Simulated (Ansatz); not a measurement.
Input and output for TePb (rocksalt type): DFT, PBE, all-electron LAPW, scalar-relativistic (Ansatz 0.2.0). This run: rocksalt relaxed under pressure.

The cell comes from a relaxation on PAW files under the same functional, begun from a prototype that needn't be the stable phase.

Command: `ansatz run input.yaml --threads 1 --pin off --max-ram 3584MiB --backend cpu --events-out ev --progress --plain --runs-dir out` It took 17 s on 1 thread of Intel(R) Xeon(R) 6975P-C (Granite Rapids) (shared host), peak memory 0.46 GiB.

```yaml
crystal:
  lattice:
    - [0.0, 3.2836234366, 3.2836234366]
    - [3.2836234366, 0.0, 3.2836234366]
    - [3.2836234366, 3.2836234366, 0.0]
  atoms:
    - { symbol: Pb, position: [0.0, 0.0, 0.0] }
    - { symbol: Te, position: [0.5, 0.5, 0.5] }
kpoints:
  mp_grid: { grid: [11, 11, 11] }
scf:
  occupations: { method: fermi_dirac, width: 0.08 }
hamiltonian:
  xc: pbe
  pseudopotentials: { kind: all_electron, lapw: { basis_error: 0.0005 } }
output:
  forces: true
  stress: true
  eigenvalues: true
relax:
  f_tol: 0.005
  max_steps: 12
  cell: { p_target: 0.036, stress_tol: 0.03 }
```

Output:

```
The last accepted step is kept in <dir> (removed where the run ends without a failure and the disk answers)
LAPW: plane waves up to 7.265 Å⁻¹, error target 5.0e-4 eV per atom; small_component_spin mean_spin; Te in spheres of 1.560 Å, 24 of its electrons in bands, Dirac shells []; Pb in spheres of 1.625 Å, 36 of its electrons in bands, Dirac shells [] (how accurate: hamiltonian.pseudopotentials.lapw.basis_error, Limitations)
Engine: ansatz 0.2.0
Pseudopotentials: kind: all_electron
Pseudopotential: Pb, LAPW, valence charge 36, lapw/all_electron/scalar/gaussian/Pb, Koelling and Harmon's equation, gaussian nucleus
Pseudopotential: Te, LAPW, valence charge 24, lapw/all_electron/scalar/gaussian/Te, Koelling and Harmon's equation, gaussian nucleus
Functional definition: PBE
  parameter kappa = 0.804
  parameter beta = 0.06672455060314922
  exchange = pbe_x(kappa = kappa, mu = beta*pi^2/3)
  correlation = pbe_c(beta = beta)
Crystal: 2 atoms, lattice volume = 70.809 Å³
Basis set: ecut = 201.09744138197289 eV, 459 PW (Γ), exchange–correlation at level 2
Bands: 36, of which v1, the nominal top of the filled ones, is band 30 counted from 1 (29 counted from 0)
Symmetry: 48 space group operations
Space group: Fm-3m (ITA 225), of the structure as read, at distance tolerance 4.1e-5 Å
k-points: 56 of 1331
Non-local potential: Pb, projectors of the file, none
Non-local potential: Te, projectors of the file, none
Initial density: superposition of atomic densities (chi_scale 0.1, normalization cell, long waves kept (reshape's long-wave potential 0.00 eV rms))
Initial wavefunctions: plane waves of lowest kinetic energy (no species holds an atomic orbital)
Functional: x = pbe(κ = 0.804, μ = 0.2195149727645171), c = pbe(β = 0.06672455060314922)
iter 1 solved again at ethr=8.34e-4 eV; its pass at ethr=1.00e-1 eV (dr2=5.00e-1 eV) is discarded
SCF iter   1: F=—  HF=-752951.921629 eV  |F-HF|=—  |Δ(HF+E_count)|=         —  Δρ=1.61e-2  dr2=5.00e-1  ethr=8.34e-4  ⟨swp⟩=2.4  Hψ=12500  notcnv=0
preconditioner: auto → none  [insulator: Δε(μ)=1.088 eV  Ē_g=15.869 eV  σ=0.080 eV  W_gap=1.00  n_scr=14 (ndim 8)  ℏωp=19.7 eV  f_vac=0.120  D(μ)=0.00/eV (n_scr^D=0)  ε∞_Penn≈2.5]
iter 2 solved again at ethr=1.68e-5 eV; its pass at ethr=8.34e-4 eV (dr2=1.01e-2 eV) is discarded
SCF iter   2: F=—  HF=-752951.789910 eV  |F-HF|=—  |Δ(HF+E_count)|=   1.32e-1  Δρ=3.88e-3  dr2=1.01e-2  ethr=1.68e-5  ⟨swp⟩=2.0  Hψ=10476  notcnv=0
SCF iter   3: F=—  HF=-752951.777134 eV  |F-HF|=—  |Δ(HF+E_count)|=   1.28e-2  Δρ=2.46e-3  dr2=6.85e-3  ethr=1.68e-5  ⟨swp⟩=2.9  Hψ=6077  notcnv=0
SCF iter   4: F=—  HF=-752951.778749 eV  |F-HF|=—  |Δ(HF+E_count)|=   1.62e-3  Δρ=7.37e-4  dr2=4.98e-4  ethr=1.14e-5  ⟨swp⟩=2.0  Hψ=5996  notcnv=0
SCF iter   5: F=—  HF=-752951.778975 eV  |F-HF|=—  |Δ(HF+E_count)|=   2.26e-4  Δρ=1.09e-4  dr2=8.33e-6  ethr=8.30e-7  ⟨swp⟩=2.7  Hψ=6055  notcnv=0
SCF iter   6: F=—  HF=-752951.778985 eV  |F-HF|=—  |Δ(HF+E_count)|=   9.58e-6  Δρ=2.20e-5  dr2=4.78e-7  ethr=1.39e-8  ⟨swp⟩=2.9  Hψ=6177  notcnv=0
SCF iter   7: F=-752951.778985 eV  HF=-752951.778985 eV  |F-HF|=2.61e-8  |Δ(HF+E_count)|=   6.64e-7  Δρ=3.97e-6  dr2=1.31e-8  ethr=7.96e-10  ⟨swp⟩=3.0  Hψ=6254  notcnv=0
SCF 1 converged in 7 iterations: F = -752951.778985 eV  dr2 = 1.31e-8
relax step   1: F+E_penalty+E_count = -752951.77898540 eV  Δ(F+E_penalty+E_count) = +0.000e0 eV  max|allowed force component| = 6.409e-31 eV/Å  Δτ_max = 0.0000 Å  P = +0.043 GPa  Ω = 70.809 Å³  (7 SCF iters, accepted)
Initial density: handed on by an earlier stage of this run
Initial wavefunctions: those handed on with the density
iter 1 solved again at ethr=1.48e-11 eV; its pass at ethr=1.00e-1 eV (dr2=8.89e-9 eV) is discarded
SCF iter   1: F=—  HF=-752951.778985 eV  |F-HF|=—  |Δ(HF+E_count)|=         —  Δρ=3.97e-6  dr2=1.31e-8  ethr=1.48e-11  ⟨swp⟩=8.1  Hψ=14422  notcnv=0  reapply=30
preconditioner: auto → none  [insulator: Δε(μ)=0.933 eV  Ē_g=16.148 eV  σ=0.080 eV  W_gap=0.99  n_scr=14 (ndim 8)  ℏωp=19.7 eV  f_vac=0.154  D(μ)=0.00/eV (n_scr^D=0)  ε∞_Penn≈2.5]
SCF iter   2: F=-752951.778985 eV  HF=-752951.778985 eV  |F-HF|=9.66e-9  |Δ(HF+E_count)|=   2.33e-8  Δρ=2.15e-6  dr2=3.03e-9  ethr=1.48e-11  ⟨swp⟩=3.0  Hψ=6234  notcnv=0
SCF 2 converged in 2 iterations: F = -752951.778985 eV  dr2 = 3.03e-9
relax step   2: F+E_penalty+E_count = -752951.77898540 eV  Δ(F+E_penalty+E_count) = -5.355e-9 eV  max|allowed force component| = 1.434e-30 eV/Å  Δτ_max = 0.0000 Å  P = +0.043 GPa  Ω = 70.809 Å³  stress off target by 7.29e-3 GPa  SCF on the basis re-selected at this cell (its energy is not comparable with the rows above)  (2 SCF iters)
basis re-selected at this cell: Δ(F+E_penalty+E_count) = -5.355e-9 eV, ΔP = -0.000 GPa vs the last step (what re-selecting the basis moved, after the strain that the cell walked since its last selection, with what the two solves' SCF thresholds leave and, on support functions, any second-order correction that the steps lacked; it is no measure of the basis error at this ecutwfc). This SCF's stress stands 7.29e-3 GPa from its target on what of the cell is left free (relax.cell.stress_tol is 3.00e-2 GPa) and its largest allowed force component is 1.43e-30 eV/Å (relax.f_tol is 5.00e-3 eV/Å): within both
SCF converged after 2 iterations
Free energy (F): -752951.778985 eV
Harris-Foulkes:  -752951.778985 eV  (|F-HF|=9.66e-9)
Internal energy: -752951.778889 eV  (E = F + TS)
E sigma→0 (E₀):  -752951.778937 eV
Entropy (-TS):   -0.000096 eV (-0.048 meV/atom)
Fermi energy:    11.381240 eV
--- Per-component energies (eV) ---
  E_band       = -3450.000829
  E_kinetic    = 850226.626427
  E_xc         = -15371.285303
  E_electrostatic = -1587807.120013  (all electrons and nuclei)
  E_smearing   = -0.000096  (= −TS)
  E_closure    = 0.000000  (closes the sum)
  E_atoms      = -752944.279139  (free atoms, spherical and without spin; not in F)
  Σ components = -752951.778985   (vs F -752951.778985, Δ=0.00e0)
  Basis errors (estimates in eV, not in F): energy 1.8e-4 per atom: plane waves 1.8e-4 (9.6e-5 summed), levels above the bands 1.7e-40, relativity 1.0e-8, radial functions 5.7e-6, core shells 1.3e-8; eigenvalues (radial functions only) 4.4e-7; not estimated: angular momenta, meshes, grids; target (lapw.basis_error) 5.0e-4; muffin-tin radii Te 1.560 Å, Pb 1.625 Å
--- Forces (eV/Å), atoms counted from 1 ---
  atom   1  Pb     0.00000000    -0.00000000    -0.00000000
  atom   2  Te    -0.00000000     0.00000000     0.00000000
  max |Σ_I F_I| component: 2.39e-30 eV/Å
--- Stress (GPa, compression-positive) ---
        0.043294       0.000000       0.000000
        0.000000       0.043294       0.000000
        0.000000       0.000000       0.043294
  P = ⅓ Tr σ = 0.0433 GPa (0.433 kbar)
--- Band table (eV; the first three rows and the last of 56) ---
  k-point 0: bands = ["-147.6978", "-128.4163", "-117.4511", "-117.4493", "-117.4493", "-117.4493", "-117.4479", "-117.4479", "-117.4479", "-97.7351", "-97.7351", "-97.7351", "-70.2568", "-70.2568", "-70.2568", "-25.0656", "-25.0656", "-25.0612", "-25.0612", "-25.0612", "-5.7431", "-5.7431", "-5.7379", "-5.7379", "-5.7379", "-0.7144", "5.2084", "9.7469", "9.7469", "9.7469", "14.9360", "14.9360", "14.9360", "16.8412", "16.8412", "16.8412"]
  k-point 1: bands = ["-147.6978", "-128.4163", "-117.4511", "-117.4493", "-117.4493", "-117.4493", "-117.4479", "-117.4479", "-117.4479", "-97.7351", "-97.7351", "-97.7351", "-70.2568", "-70.2568", "-70.2568", "-25.0656", "-25.0656", "-25.0611", "-25.0611", "-25.0611", "-5.7439", "-5.7439", "-5.7377", "-5.7370", "-5.7370", "-0.6482", "5.0056", "9.7666", "9.7666", "9.8563", "14.4971", "14.6182", "14.6182", "16.7217", "16.9943", "16.9943"]
  k-point 2: bands = ["-147.6978", "-128.4163", "-117.4511", "-117.4493", "-117.4493", "-117.4493", "-117.4479", "-117.4479", "-117.4479", "-97.7351", "-97.7351", "-97.7351", "-70.2568", "-70.2568", "-70.2568", "-25.0655", "-25.0655", "-25.0611", "-25.0611", "-25.0611", "-5.7465", "-5.7465", "-5.7372", "-5.7341", "-5.7341", "-0.4538", "4.4832", "9.8273", "9.8273", "10.1100", "13.6718", "13.9478", "13.9478", "16.7225", "17.4206", "17.4206"]
  k-point 55: bands = ["-147.6978", "-128.4163", "-117.4511", "-117.4493", "-117.4493", "-117.4493", "-117.4479", "-117.4479", "-117.4479", "-97.7351", "-97.7351", "-97.7351", "-70.2568", "-70.2568", "-70.2568", "-25.0657", "-25.0653", "-25.0610", "-25.0609", "-25.0605", "-5.7766", "-5.7447", "-5.7335", "-5.7297", "-5.7175", "0.9217", "3.0922", "7.3809", "7.7001", "10.5129", "12.7355", "15.8361", "16.2804", "17.2742", "17.9865", "21.7740"]
--- Relaxed structure (1 steps of the walk, 1 accepted, 1 SCFs on fresh bases) ---
  F+E_penalty+E_count = -752951.77898540 eV   max|allowed force component| = 1.434e-30 eV/Å   (the final SCF, on the basis selected at the relaxed cell)
  cell:  # Å, volume = 70.8093 Å³
    - [0.0, 3.2836234366, 3.2836234366]
    - [3.2836234366, 0.0, 3.2836234366]
    - [3.2836234366, 3.2836234366, 0.0]
  atoms:
    - { symbol: Pb, position: [0.0, 0.0, 0.0] }
    - { symbol: Te, position: [0.5, 0.5, 0.5] }
```

Next run (CsCl relaxed under pressure), as changes to the input before:

```diff
   lattice:
-    - [0.0, 3.2836234366, 3.2836234366]
-    - [3.2836234366, 0.0, 3.2836234366]
-    - [3.2836234366, 3.2836234366, 0.0]
+    - [3.9973542367, 0.0, 0.0]
+    - [0.0, 3.9973542367, 0.0]
+    - [0.0, 0.0, 3.9973542367]
   atoms:
```

Results part of the output:

```
basis re-selected at this cell: Δ(F+E_penalty+E_count) = -1.863e-9 eV, ΔP = +0.000 GPa vs the last step (what re-selecting the basis moved, after the strain that the cell walked since its last selection, with what the two solves' SCF thresholds leave and, on support functions, any second-order correction that the steps lacked; it is no measure of the basis error at this ecutwfc). This SCF's stress stands 9.03e-3 GPa from its target on what of the cell is left free (relax.cell.stress_tol is 3.00e-2 GPa) and its largest allowed force component is 1.58e-30 eV/Å (relax.f_tol is 5.00e-3 eV/Å): within both
SCF converged after 2 iterations
Free energy (F): -752951.334915 eV
Harris-Foulkes:  -752951.334915 eV  (|F-HF|=5.82e-10)
Internal energy: -752951.308381 eV  (E = F + TS)
E sigma→0 (E₀):  -752951.321648 eV
Entropy (-TS):   -0.026534 eV (-13.267 meV/atom)
Fermi energy:    12.918467 eV
--- Per-component energies (eV) ---
  E_band       = -3350.626180
  E_kinetic    = 850226.062358
  E_xc         = -15371.204174
  E_electrostatic = -1587806.166565  (all electrons and nuclei)
  E_smearing   = -0.026534  (= −TS)
  E_closure    = 0.000000  (closes the sum)
  E_atoms      = -752944.279139  (free atoms, spherical and without spin; not in F)
  Σ components = -752951.334915   (vs F -752951.334915, Δ=0.00e0)
[... lines left out ...]
        0.000000       0.045027       0.000000
        0.000000       0.000000       0.045027
  P = ⅓ Tr σ = 0.0450 GPa (0.450 kbar)
--- Band table (eV; the first three rows and the last of 56) ---
  k-point 0: bands = ["-145.9841", "-126.8226", "-115.8602", "-115.8602", "-115.8602", "-115.8592", "-115.8592", "-115.8592", "-115.8580", "-96.0216", "-96.0216", "-96.0216", "-68.6612", "-68.6612", "-68.6612", "-23.3500", "-23.3500", "-23.3481", "-23.3481", "-23.3481", "-4.1883", "-4.1883", "-4.1048", "-4.1048", "-4.1048", "0.7832", "6.2108", "11.3922", "11.3922", "11.3922", "16.9866", "16.9866", "18.2340", "18.2340", "18.2340", "22.9878"]
  k-point 1: bands = ["-145.9841", "-126.8226", "-115.8602", "-115.8602", "-115.8602", "-115.8592", "-115.8592", "-115.8592", "-115.8580", "-96.0216", "-96.0216", "-96.0216", "-68.6612", "-68.6612", "-68.6612", "-23.3500", "-23.3497", "-23.3481", "-23.3481", "-23.3481", "-4.1881", "-4.1828", "-4.1069", "-4.1069", "-4.1047", "0.8493", "6.0722", "11.3222", "11.4664", "11.4664", "17.0465", "17.1908", "17.9412", "18.0165", "18.0165", "23.4740"]
  k-point 2: bands = ["-145.9841", "-126.8226", "-115.8602", "-115.8602", "-115.8602", "-115.8592", "-115.8592", "-115.8592", "-115.8580", "-96.0216", "-96.0216", "-96.0216", "-68.6613", "-68.6612", "-68.6612", "-23.3500", "-23.3489", "-23.3483", "-23.3483", "-23.3480", "-4.1873", "-4.1679", "-4.1124", "-4.1124", "-4.1044", "1.0442", "5.6761", "11.2432", "11.6834", "11.6834", "16.4234", "17.2251", "17.4353", "17.4353", "18.7481", "22.5162"]
  k-point 55: bands = ["-145.9841", "-126.8226", "-115.8602", "-115.8602", "-115.8602", "-115.8592", "-115.8592", "-115.8592", "-115.8580", "-96.0216", "-96.0216", "-96.0216", "-68.6613", "-68.6613", "-68.6613", "-23.3499", "-23.3498", "-23.3498", "-23.3441", "-23.3441", "-4.1585", "-4.1577", "-4.1577", "-4.0770", "-4.0770", "3.2095", "5.7653", "10.2063", "10.4046", "10.4046", "12.1107", "12.1107", "12.5057", "25.7179", "26.0552", "26.0552"]
--- Relaxed structure (1 steps of the walk, 1 accepted, 1 SCFs on fresh bases) ---
  F+E_penalty+E_count = -752951.33491495 eV   max|allowed force component| = 1.576e-30 eV/Å   (the final SCF, on the basis selected at the relaxed cell)
  cell:  # Å, volume = 63.8731 Å³
    - [3.9973542367, 0.0, 0.0]
    - [0.0, 3.9973542367, 0.0]
    - [0.0, 0.0, 3.9973542367]
  atoms:
    - { symbol: Pb, position: [0.0, 0.0, 0.0] }
    - { symbol: Te, position: [0.5, 0.5, 0.5] }
```

Next run (zincblende relaxed under pressure), as changes to the input before:

```diff
   lattice:
-    - [3.9973542367, 0.0, 0.0]
-    - [0.0, 3.9973542367, 0.0]
-    - [0.0, 0.0, 3.9973542367]
+    - [0.0, 3.6646993564, 3.6646993564]
+    - [3.6646993564, 0.0, 3.6646993564]
+    - [3.6646993564, 3.6646993564, 0.0]
   atoms:
-    - { symbol: Te, position: [0.5, 0.5, 0.5] }
+    - { symbol: Te, position: [0.25, 0.25, 0.25] }
 kpoints:
```

Command: `ansatz run input.yaml --threads 1 --pin off --max-ram 3584MiB --backend cpu --events-out ev --progress --plain --runs-dir out` It took 40 s on 1 thread of Intel(R) Xeon(R) 6975P-C (Granite Rapids), on a shared host, peak memory 0.48 GiB.

Results part of the output:

```
basis re-selected at this cell: Δ(F+E_penalty+E_count) = -1.118e-8 eV, ΔP = -0.000 GPa vs the last step (what re-selecting the basis moved, after the strain that the cell walked since its last selection, with what the two solves' SCF thresholds leave and, on support functions, any second-order correction that the steps lacked; it is no measure of the basis error at this ecutwfc). This SCF's stress stands 2.95e-2 GPa from its target on what of the cell is left free (relax.cell.stress_tol is 3.00e-2 GPa) and its largest allowed force component is 1.06e-16 eV/Å (relax.f_tol is 5.00e-3 eV/Å): within both
SCF converged after 2 iterations
Free energy (F): -752951.401448 eV
Harris-Foulkes:  -752951.401448 eV  (|F-HF|=3.52e-8)
Internal energy: -752951.400845 eV  (E = F + TS)
E sigma→0 (E₀):  -752951.401146 eV
Entropy (-TS):   -0.000603 eV (-0.302 meV/atom)
Fermi energy:    7.196334 eV
--- Per-component energies (eV) ---
  E_band       = -3705.162868
  E_kinetic    = 850226.937874
  E_xc         = -15370.534250
  E_electrostatic = -1587807.804468  (all electrons and nuclei)
  E_smearing   = -0.000603  (= −TS)
  E_closure    = 0.000000  (closes the sum)
  E_atoms      = -752944.279139  (free atoms, spherical and without spin; not in F)
  Σ components = -752951.401448   (vs F -752951.401448, Δ=0.00e0)
[... lines left out ...]
        0.000000       0.065471       0.000000
       -0.000000       0.000000       0.065471
  P = ⅓ Tr σ = 0.0655 GPa (0.655 kbar)
--- Band table (eV; the first three rows and the last of 56) ---
  k-point 0: bands = ["-151.8842", "-132.7418", "-121.7782", "-121.7782", "-121.7782", "-121.7778", "-121.7778", "-121.7778", "-121.7774", "-101.9214", "-101.9214", "-101.9214", "-74.5794", "-74.5794", "-74.5794", "-29.2502", "-29.2502", "-29.2502", "-29.2475", "-29.2475", "-10.0693", "-10.0693", "-10.0693", "-10.0484", "-10.0484", "-4.4039", "0.6030", "5.4633", "5.4633", "5.4633", "8.4160", "8.4160", "8.4160", "10.9992", "13.9639", "13.9639"]
  k-point 1: bands = ["-151.8842", "-132.7418", "-121.7782", "-121.7782", "-121.7782", "-121.7778", "-121.7778", "-121.7778", "-121.7774", "-101.9214", "-101.9214", "-101.9214", "-74.5794", "-74.5794", "-74.5794", "-29.2502", "-29.2502", "-29.2502", "-29.2475", "-29.2475", "-10.0700", "-10.0690", "-10.0690", "-10.0484", "-10.0484", "-4.3623", "0.4800", "5.4088", "5.4088", "5.4495", "8.4432", "8.5044", "8.5044", "11.3011", "13.6661", "13.6661"]
  k-point 2: bands = ["-151.8842", "-132.7418", "-121.7782", "-121.7782", "-121.7782", "-121.7778", "-121.7778", "-121.7778", "-121.7774", "-101.9214", "-101.9214", "-101.9214", "-74.5794", "-74.5794", "-74.5794", "-29.2502", "-29.2502", "-29.2502", "-29.2475", "-29.2475", "-10.0717", "-10.0680", "-10.0680", "-10.0483", "-10.0483", "-4.2434", "0.1571", "5.2761", "5.2761", "5.3739", "8.6597", "8.7202", "8.7202", "11.9767", "13.3661", "13.3661"]
  k-point 55: bands = ["-151.8842", "-132.7418", "-121.7782", "-121.7782", "-121.7782", "-121.7778", "-121.7778", "-121.7778", "-121.7774", "-101.9214", "-101.9214", "-101.9214", "-74.5794", "-74.5794", "-74.5794", "-29.2502", "-29.2501", "-29.2501", "-29.2475", "-29.2474", "-10.0821", "-10.0635", "-10.0605", "-10.0496", "-10.0472", "-3.3934", "-1.3917", "3.9653", "4.2124", "6.8074", "8.6956", "9.6481", "10.5623", "12.4598", "13.7991", "14.7993"]
--- Relaxed structure (1 steps of the walk, 1 accepted, 1 SCFs on fresh bases) ---
  F+E_penalty+E_count = -752951.40144804 eV   max|allowed force component| = 1.064e-16 eV/Å   (the final SCF, on the basis selected at the relaxed cell)
  cell:  # Å, volume = 98.4340 Å³
    - [0.0, 3.6646993564, 3.6646993564]
    - [3.6646993564, 0.0, 3.6646993564]
    - [3.6646993564, 3.6646993564, 0.0]
  atoms:
    - { symbol: Pb, position: [0.0, 0.0, 0.0] }
    - { symbol: Te, position: [0.25, 0.25, 0.25] }
```

Spin–orbit coupling is left out, which matters for the heavy atoms.
